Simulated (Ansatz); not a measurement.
**WSi2 under pressure: fit and missing row**

WSi2, I4/mmm, a = 3.211 Å, c = 7.805 Å. Ansatz: r2SCAN, PAW, 500 eV, Γ-centred 18×18×18 mesh on 3 atoms, Gaussian smearing 0.10 eV; no spin polarisation. Cell and atoms are relaxed at each pressure, and no other structure is tried, so the rows at high pressure may lie past a change of phase.

| V (Å³/atom) | P (GPa) |
| --- | --- |
| 12.277 | 24.98 |
| 12.804 | 12.00 |
| ? | 3.99 |
| 13.357 | 1.00 |
| 13.414 | 0.00 |
| 13.473 | -1.01 |

**Question.** Take V0 = 13.414 Å³/atom, fit the third-order Birch–Murnaghan form to the other rows, and predict the missing volume.

**Answer.** With the Eulerian strain f = ½[(V0/V)^(2/3) − 1] and y = P/[3f(1 + 2f)^(5/2)], the form is the line y = B0 + 1.5 B0 (B0′ − 4) f. Rows (f, y): 0.03041, 236.2; 0.01576, 234.9; 0.00142, 233.1; -0.00146, 232.3. Means f = 0.01153, y = 234.12; Σ(Δf)² = 0.0006453, ΣΔfΔy = 0.07652; the slope is their ratio. y = 232.8 + 118.6 f GPa, so B0 = 232.8 GPa and B0′ = 4 + 2 × (118.6)/(3 × 232.8) = 4.34. P = 3.99 GPa is met at f = 0.00554 (y = 233.46), so V = V0 (1 + 2f)^(−3/2) = 13.194 Å³/atom. The run gave 13.194 Å³/atom, the same to the digits shown.

Spin–orbit coupling is left out, which can shift energies with elements as heavy as these.